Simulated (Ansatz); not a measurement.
# ZnS (Wurtzite-4H) (P6_3mc) in Ansatz: band structure with r2SCAN

Aim: the band structure of ZnS (Wurtzite-4H) with r2SCAN.

Program: Ansatz 0.2.0. These are calculated values, not measurements. Logs are shortened: lines on timing, memory, paths and dates and some standing lists are left out, and cuts for length are marked.

**Experimental background.**

From a printed reference work, monograph, for a bulk crystal of ZnS at 4 K: band gap 3.911 eV (direct).

How close the calculation comes is told below.

### Step 1. Starting point

The structure is hexagonal, space group P6_3mc (No. 186). The conventional cell has a = 3.823 Å, b = 3.823 Å, c = 12.520 Å, α = 90.00°, β = 90.00°, γ = 120.00°. Zn (site symmetry 3m) is surrounded by 4 S at 2.34 to 2.35 Å. Zn (site symmetry 3m) is surrounded by 4 S at 2.34 to 2.35 Å. S (site symmetry 3m) has 4 Zn at 2.34 to 2.35 Å as nearest neighbours. Around S (site symmetry 3m) lie 4 Zn at 2.34 to 2.35 Å.

### Step 2. Band structure, r2SCAN

input.yaml reads:

```yaml
crystal:
  lattice:
    - [3.8227, 0.0, 0.0]
    - [-1.91135, 3.310555311, 0.0]
    - [0.0, 0.0, 12.52]
  atoms:
    - { symbol: Zn, position: [0.6666666667, 0.3333333333, 0.75] }
    - { symbol: Zn, position: [0.3333333333, 0.6666666667, 0.25] }
    - { symbol: Zn, position: [0.0, 0.0, 0.5] }
    - { symbol: Zn, position: [0.0, 0.0, 0.0] }
    - { symbol: S, position: [0.6666666667, 0.3333333333, 0.9375] }
    - { symbol: S, position: [0.3333333333, 0.6666666667, 0.4375] }
    - { symbol: S, position: [0.0, 0.0, 0.6875] }
    - { symbol: S, position: [0.0, 0.0, 0.1875] }
hamiltonian:
  xc: r2scan
  pseudopotentials: { kind: paw }
kpoints:
  mp_grid: { grid: [8, 8, 3] }
  band_path:
    path:
      - [[0.0, 0.0, 0.0], [0.5, 0.0, 0.0], [0.3333333333, 0.3333333333, 0.0], [0.0, 0.0, 0.0], [0.0, 0.0, 0.5], [0.5, 0.0, 0.5], [0.3333333333, 0.3333333333, 0.5], [0.0, 0.0, 0.5]]
      - [[0.5, 0.0, 0.5], [0.5, 0.0, 0.0]]
      - [[0.3333333333, 0.3333333333, 0.0], [0.3333333333, 0.3333333333, 0.5]]
    npoints: 10
scf:
  occupations: { method: fermi_dirac, width: 0.05 }
  n_extra_bands: 20
output:
  forces: true
  stress: true
  eigenvalues: true
  fatbands: true
```

Potentials or basis: Ansatz PAW.

The run is started by

```bash
$ ansatz run input.yaml --threads 4 --pin off --max-ram 11264MiB --backend cpu --events-out ev --progress --plain --runs-dir out
```

The program printed:

```text
Warning: RAYON_NUM_THREADS=4 ignored (pool sized by the plan → 4); use --threads N
scf.n_extra_bands = 20 over 36 filled bands (N_el = 72.0): the run solves 56 bands
Engine: ansatz 0.2.0, aarch64-unknown-linux-gnu
Pseudopotentials: kind: paw
Pseudopotential: Zn, paw, valence charge 12, recommended cutoff 500 eV (meta_gga), Zn.paw.azcp
Pseudopotential: S, paw, valence charge 6, recommended cutoff 500 eV (meta_gga), S.paw.azcp
Functional definition: r2SCAN
  parameter k0 = 0.174
  parameter k1 = 0.065
  parameter a1 = 4.9479
  exchange = r2scan_x(k0 = k0, k1 = k1, a1 = a1)
  correlation = r2scan_c
Crystal: 8 atoms, lattice volume = 158.444 Å³
Basis set: ecut = 500 eV, 3927 PW (Γ), exchange–correlation on 120×120×384 points (64 copies of the dense FFT grid, shifted against one another)
Bands: 56, of which v1, the nominal top of the filled ones, is band 36 counted from 1 (35 counted from 0)
Symmetry: 12 space group operations
Space group: P63mc (ITA 186), of the structure as read, at distance tolerance 5.4e-5 Å
k-points: 20 of 192 (time reversal used)
Non-local potential: Zn, projectors of the file, l = 0: 2, l = 1: 2, l = 2: 3, l = 3: 1
Non-local potential: S, projectors of the file, l = 0: 2, l = 1: 2, l = 2: 2
PAW form: soft (Blöchl's): semilocal exchange-correlation on the pseudo side does not see the compensation charge
PAW frozen core: Zn, regenerated for the run's functional (the file was generated under x = pbe(κ = 0.804, μ = 0.2195149727645171), c = pbe(β = 0.06672455060314922))
PAW frozen core: S, regenerated for the run's functional (the file was generated under x = pbe(κ = 0.804, μ = 0.2195149727645171), c = pbe(β = 0.06672455060314922))
PAW one-centre angular grid: Zn, 590 points (default); XC on 261 of its mesh's 2673 points in the sphere
PAW one-centre angular grid: S, 302 points (default); XC on 160 Gauss nodes
Initial density: superposition of atomic densities (neutral atoms: chi_scale 0, normalization atom), corrected by the library's trained network
Initial wavefunctions: pseudopotential atomic-orbital guess
Functional: x = r2scan, c = r2scan; τ floored in thin density (d = 2e-4 eV/Å³)
SCF iter   1: F=—  HF=-16933.797178 eV  |F-HF|=—  |Δ(HF+E_count)|=         —  Δρ=1.55e-2  dr2=1.87e-1  dr2_τ=2.54e-2  ethr=1.77e-3  ⟨swp⟩=7.5  Hψ=5745  notcnv=0  defer=80
preconditioner: auto → Resta (q_TF=auto, 2.392 Å⁻¹)  ε∞=4.2  [insulator: Δε(μ)=2.670 eV  Ē_g=13.894 eV  σ=0.050 eV  W_gap=1.00  n_scr=38 (ndim 8)  ℏωp=25.0 eV  f_vac=0.035  D(μ)=0.00/eV (n_scr^D=0)  ε∞_Penn≈4.2]
SCF iter   2: F=—  HF=-16933.794255 eV  |F-HF|=—  |Δ(HF+E_count)|=   2.92e-3  Δρ=2.35e-3  dr2=5.70e-3  dr2_τ=1.07e-3  ethr=2.59e-4  ⟨swp⟩=2.5  Hψ=2097  notcnv=0  defer=267
SCF iter   3: F=—  HF=-16933.787189 eV  |F-HF|=—  |Δ(HF+E_count)|=   7.07e-3  Δρ=3.19e-3  dr2=7.36e-3  dr2_τ=5.44e-5  ethr=7.92e-6  ⟨swp⟩=2.0  Hψ=1622  notcnv=0  defer=267
SCF iter   4: F=—  HF=-16933.786742 eV  |F-HF|=—  |Δ(HF+E_count)|=   4.48e-4  Δρ=6.07e-4  dr2=3.15e-4  dr2_τ=1.27e-5  ethr=7.92e-6  ⟨swp⟩=2.0  Hψ=1393  notcnv=0  defer=267
SCF iter   5: F=—  HF=-16933.786795 eV  |F-HF|=—  |Δ(HF+E_count)|=   5.38e-5  Δρ=1.37e-4  dr2=2.56e-5  dr2_τ=7.20e-7  ethr=4.38e-7  ⟨swp⟩=2.0  Hψ=1573  notcnv=0  defer=267
SCF iter   6: F=—  HF=-16933.786714 eV  |F-HF|=—  |Δ(HF+E_count)|=   8.14e-5  Δρ=4.49e-5  dr2=1.87e-6  dr2_τ=1.42e-8  ethr=3.55e-8  ⟨swp⟩=2.8  Hψ=1594  notcnv=0  defer=267
SCF iter   7: F=—  HF=-16933.786715 eV  |F-HF|=—  |Δ(HF+E_count)|=   6.14e-7  Δρ=2.93e-5  dr2=7.97e-7  dr2_τ=8.32e-9  ethr=2.59e-9  ⟨swp⟩=2.0  Hψ=1493  notcnv=0  defer=267
SCF iter   8: F=-16933.786714 eV  HF=-16933.786714 eV  |F-HF|=2.17e-8  |Δ(HF+E_count)|=   4.11e-7  Δρ=5.54e-6  dr2=4.12e-8  dr2_τ=8.55e-10  ethr=1.39e-10  ⟨swp⟩=10.2  Hψ=6729  notcnv=0
SCF 1 converged in 8 iterations: F = -16933.786714 eV  dr2 = 4.12e-8
NSCF: frozen V_eff on 93 k-points
SCF converged after 8 iterations
Free energy (F): -16933.786714 eV
Harris-Foulkes:  -16933.786714 eV  (|F-HF|=2.17e-8)
Internal energy: -16933.786714 eV  (E = F + TS)
E sigma→0 (E₀):  -16933.786714 eV
Fermi energy:    6.846466 eV
--- Per-component energies (eV) ---
  E_band       = -12.912800
  E_kinetic    = 949.016748
  E_local      = -8202.833762  (includes V_loc(G=0)·N_el)
  E_nonlocal   = 2586.909193
  E_hartree    = 3440.922114
  E_xc         = -862.443555
  E_vxc        = -591.913869  (∫ρ·V_xc dr)
  E_paw        = -9840.308381  (= ΣΔE_a)
  E_vpaw       = -1665.227177  (= ΣTr[D̂ρ^β])
  E_aug_tail   = -0.000272  (compensation charges beyond the density's cutoff)
  E_vtau       = 29.288620  (kinetic-family band-sum trace: ∫τ·v_τ [+ j·A + Jᵃ·Aᵃ] dr)
  E_ewald      = -5003.879258
  E_core_change = -1.169542  (= ΣΔE_core)
  E_smearing   = -0.000000  (= −TS)
  E_closure    = -0.000000  (closes the sum)
  Σ components = -16933.786714   (vs F -16933.786714, Δ=0.00e0)
--- Forces (eV/Å), atoms counted from 1 ---
  atom   1  Zn    -0.00000000    -0.00000000     0.00838414
  atom   2  Zn    -0.00000000     0.00000000     0.00838414
  atom   3  Zn     0.00000000    -0.00000000     0.02053091
  atom   4  Zn     0.00000000     0.00000000     0.02053091
  atom   5  S     -0.00000000    -0.00000000     0.01346475
  atom   6  S      0.00000000     0.00000000     0.01346475
  atom   7  S      0.00000000     0.00000000    -0.04240106
  atom   8  S      0.00000000    -0.00000000    -0.04240106
  max |Σ_I F_I| component: 4.25e-5 eV/Å
--- Stress (GPa, compression-positive) ---
       -0.847477       0.000000       0.000000
        0.000000      -0.847477       0.000000
        0.000000      -0.000000      -0.997492
  P = ⅓ Tr σ = -0.8975 GPa (-8.975 kbar)
--- Band table (eV; the first three rows and the last of 20) ---
  k-point 0: bands = ["-8.1945", "-7.7714", "-7.7589", "-7.2549", "-1.0162", "-1.0125", "-1.0125", "-0.9741", "-0.9710", "-0.9710", "-0.9609", "-0.9470", "-0.9470", "-0.9080", "-0.9080", "-0.5062", "-0.5062", "-0.4992", "-0.4992", "-0.4697", "-0.4697", "-0.4540", "-0.4540", "-0.2905", "0.0906", "2.6055", "2.6205", "4.5754", "4.5754", "4.9852", "4.9852", "5.0034", "5.0034", "5.4254", "5.4662", "5.4662", "8.1534", "9.1565", "9.3729", "9.6234", "12.2860", "12.2860", "12.4094", "12.5772", "12.5772", "12.7638", "12.8851", "13.0976", "13.0976", "13.2349", "13.2349", "15.0824", "16.4329", "16.4329", "16.8209", "16.8209"]
  k-point 1: bands = ["-8.1407", "-7.9881", "-7.5224", "-7.3294", "-1.0169", "-1.0100", "-1.0055", "-1.0055", "-0.9873", "-0.9873", "-0.9314", "-0.9314", "-0.9144", "-0.9144", "-0.8460", "-0.5949", "-0.5044", "-0.5044", "-0.5009", "-0.5009", "-0.4657", "-0.4657", "-0.4579", "-0.4579", "0.6270", "1.5302", "3.7803", "4.6292", "4.6292", "4.7796", "4.7796", "4.8713", "5.2220", "5.2220", "5.3989", "5.3989", "8.6127", "9.2142", "9.2352", "9.4195", "12.2547", "12.2871", "12.3679", "12.3679", "12.5202", "12.5202", "13.0959", "13.0959", "13.1717", "13.1717", "13.8147", "14.7119", "16.6595", "16.6595", "16.9264", "16.9264"]
  k-point 2: bands = ["-8.0883", "-7.6838", "-7.6713", "-7.1961", "-1.0194", "-1.0003", "-0.9909", "-0.9882", "-0.9775", "-0.9447", "-0.9267", "-0.9206", "-0.9173", "-0.8931", "-0.8764", "-0.5226", "-0.5144", "-0.5105", "-0.4908", "-0.4907", "-0.4708", "-0.4676", "-0.4479", "-0.2548", "0.2492", "2.5608", "2.5770", "3.8322", "4.3292", "4.3486", "4.3906", "4.6611", "4.7938", "4.8062", "5.2917", "5.3351", "8.9064", "9.8355", "10.0006", "10.2856", "11.7259", "11.8529", "12.0886", "12.5665", "12.6100", "12.8833", "13.0019", "13.0270", "13.4132", "13.6919", "13.8018", "14.6525", "15.6371", "15.8794", "17.0334", "17.2499"]
  k-point 19: bands = ["-7.0900", "-7.0617", "-6.9914", "-6.9682", "-0.9345", "-0.9288", "-0.8486", "-0.8329", "-0.8084", "-0.8028", "-0.7550", "-0.7277", "-0.6224", "-0.6109", "-0.5699", "-0.5465", "-0.5091", "-0.5027", "-0.4791", "-0.4623", "-0.2732", "-0.2437", "-0.1946", "-0.1731", "0.6620", "0.7210", "0.9325", "1.0006", "2.1618", "2.2705", "2.8122", "2.9904", "3.2729", "3.6431", "3.9680", "3.9757", "10.2773", "10.3199", "10.8037", "11.2573", "11.8143", "11.8923", "12.2114", "12.6020", "13.2853", "13.5577", "13.8748", "14.5669", "15.0425", "15.1434", "15.7226", "15.9470", "16.5681", "16.8208", "17.3313", "17.5384"]
```

Wall time 41 s (4 threads of Arm Neoverse V2, shared host); peak memory 1.1 GiB.

Results:

```
Free energy             : -16933.7867 eV
Pressure                : -0.9 GPa
Largest force           : 0.042 eV/Å
Band gap on the k mesh  : 2.69 eV, direct
Band gap along the path : 2.69 eV, direct
```

Forces in eV/Å, atoms in the order of the input:
```
Zn   0.000  0.000  0.008
Zn   0.000  0.000  0.008
Zn   0.000  0.000  0.021
Zn   0.000  0.000  0.021
S    0.000  0.000  0.013
S    0.000  0.000  0.013
S    0.000  0.000 -0.042
S    0.000  0.000 -0.042
```

Stress tensor (GPa, compression positive):
```
-0.85  0.00  0.00
 0.00 -0.85  0.00
 0.00  0.00 -1.00
```

Levels at the corners of the path, in eV from the valence-band top:
```tsv
point	band 34	band 35	band 36	band 37	band 38	band 39
Γ	-0.04	0.00	0.00	2.69	3.69	3.91
M	-1.61	-1.13	-0.89	3.74	3.75	4.17
K	-1.79	-1.79	-1.36	4.99	5.30	5.30
Γ	-0.04	0.00	0.00	2.69	3.69	3.91
A	-0.15	-0.15	-0.15	3.51	3.51	3.82
L	-1.52	-1.13	-1.13	4.09	4.09	4.48
H	-1.83	-1.64	-1.64	4.76	4.76	5.70
A	-0.15	-0.15	-0.15	3.51	3.51	3.82
L	-1.52	-1.13	-1.13	4.09	4.09	4.48
M	-1.61	-1.13	-0.89	3.74	3.75	4.17
K	-1.79	-1.79	-1.36	4.99	5.30	5.30
H	-1.83	-1.64	-1.64	4.76	4.76	5.70
```

Caveat: the PAW data sets come from PBE, with cores solved anew for the run's functional, which leaves a small shift of forces and pressure.

### Step 3. Comparison with measurements

Step 2. Measured gap of ZnS: 3.911 eV (direct; 4 K; a printed reference work, monograph). This calculation gives 2.69 eV (-1.22 eV). The value is that of r2SCAN, without temperature or zero-point motion.
